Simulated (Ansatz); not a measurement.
# Li2O in Ansatz: the effect of functional

Li2O:

```xyz
3
Lattice="0.0000 2.3269 2.3269 2.3269 0.0000 2.3269 2.3269 2.3269 0.0000" Properties=species:S:1:pos:R:3 pbc="T T T"
O     0.0000    0.0000    0.0000
Li    1.1634    1.1634    1.1634
Li    3.4903    3.4903    3.4903
```

The cell comes from a database or a generator and needn't be the stable form of this composition.

Alike in all runs:

- Program: Ansatz 0.2.0
- Task: band structure
- Potentials or basis: Ansatz PAW
- Cutoff: 420 eV (not typed: the program's choice for these potentials)
- k mesh: 6 × 6 × 6
- Occupations: fermi-dirac, width 0.05 eV
- Spin: no spin polarisation

```csv
functional,gap on the mesh (eV),pressure (GPa)
RPBE,?,?
revPBE,5.06,1.5
BLYP,5.28,-0.7
```

Q: What does the run with functional RPBE give?

A: gap on the mesh 5.09 eV; pressure 2.1 GPa.

Caveats: the PAW data sets come from PBE, with cores solved anew for the run's functional, which leaves a small shift of forces and pressure.

Runs at the PBE level aren't shown here.
